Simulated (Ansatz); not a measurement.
# Ligand exchange: C3H7Cl + GaH2(SH) → C3H8S + GaH2Cl

Species: C3H7Cl (1-chloropropane) `CCCCl`, singlet; GaH2(SH), singlet; C3H8S (1-propanethiol) `CCCS`, singlet; GaH2Cl `[Cl][GaH2]`, singlet. The partners trade Cl for SH: C–Cl and Ga–SH bonds give way to C–SH and Ga–Cl.

Shapes, held fixed at every level: PBE0-D4/def2-TZVP. Flexible molecules stand in one conformer, not always the lowest. Programs: Ansatz 0.2.0. Electronic energies: no zero-point or thermal term.

```json
{"level": "HF/def2-TZVPP", "kind": "Hartree–Fock", "ΔE (kJ/mol)": "-40.3", "less CCSD(T)/def2-TZVPP": "-7.7"}
{"level": "r2SCAN-D4/def2-TZVPP", "kind": "meta-GGA", "ΔE (kJ/mol)": "-30.7", "less CCSD(T)/def2-TZVPP": "+1.9"}
{"level": "B3LYP-D4/def2-TZVPP", "kind": "global hybrid", "ΔE (kJ/mol)": "-32.2", "less CCSD(T)/def2-TZVPP": "+0.4"}
{"level": "wB97M-V/def2-TZVPP", "kind": "range-separated hybrid", "ΔE (kJ/mol)": "-34.0", "less CCSD(T)/def2-TZVPP": "-1.4"}
{"level": "wB97X-V/def2-TZVPP", "kind": "range-separated hybrid", "ΔE (kJ/mol)": "-34.3", "less CCSD(T)/def2-TZVPP": "-1.7"}
{"level": "B2PLYP/def2-TZVPP", "kind": "double hybrid", "ΔE (kJ/mol)": "-32.5", "less CCSD(T)/def2-TZVPP": "+0.1"}
{"level": "CCSD/def2-TZVPP", "kind": "coupled cluster or CI", "ΔE (kJ/mol)": "-34.1", "less CCSD(T)/def2-TZVPP": "-1.5"}
{"level": "CCSD(T)/def2-TZVPP", "kind": "coupled cluster or CI", "ΔE (kJ/mol)": "-32.6", "less CCSD(T)/def2-TZVPP": "0.0"}
```

The highest level, CCSD(T)/def2-TZVPP, gives ΔE = -32.6 kJ/mol; the levels span -40.3 to -30.7. The column of differences is taken from that level and isn't an error. No measured value is set beside it here. Relativity is left out for Ga. Outer-core shells of Ga are correlated in most correlated rows, in sets that cover them unevenly.
